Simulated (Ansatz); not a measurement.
## Ru: clamped-ion strain scan

All numbers below come from Ansatz 0.2.0, DFT PBE, scalar-relativistic, plane waves, PAW. Cutoff 420 eV, Γ-centred 22×22×22 k-points, Gaussian smearing of 0.15 eV. No spin polarisation. Energies are free energies at this smearing, counted from the undisturbed cell; pressure is positive in compression.

The starting cell (as given, not relaxed at this level; it stands at -4.5 GPa; this fcc form isn't the usual structure):

```
Ru
1.0
     0.00000    1.91500    1.91500
     1.91500    0.00000    1.91500
     1.91500    1.91500    0.00000
Ru
1
Direct
  0.00000 0.00000 0.00000
```

The cell is strained by ε times the Voigt pattern (0, 0, 1, 0, 0, 0) (xx, yy, zz, yz, xz, xy; engineering shear) with fractional coordinates fixed. The cell is metallic on the mesh throughout.

```
      ε  ΔE (meV/atom) stress summed along the pattern (GPa, tension positive) pressure (GPa)
-0.1000          208.0                                                   -58.74            36.0
-0.0750          101.3                                                   -39.05            23.3
-0.0500           34.9                                                   -21.97            12.4
 0.0000            0.0                                                     4.49            -4.5
 0.0250           21.4                                                    14.79           -11.0
 0.0750          123.9                                                    31.10           -21.0
 0.1000          199.1                                                    37.36           -24.7
```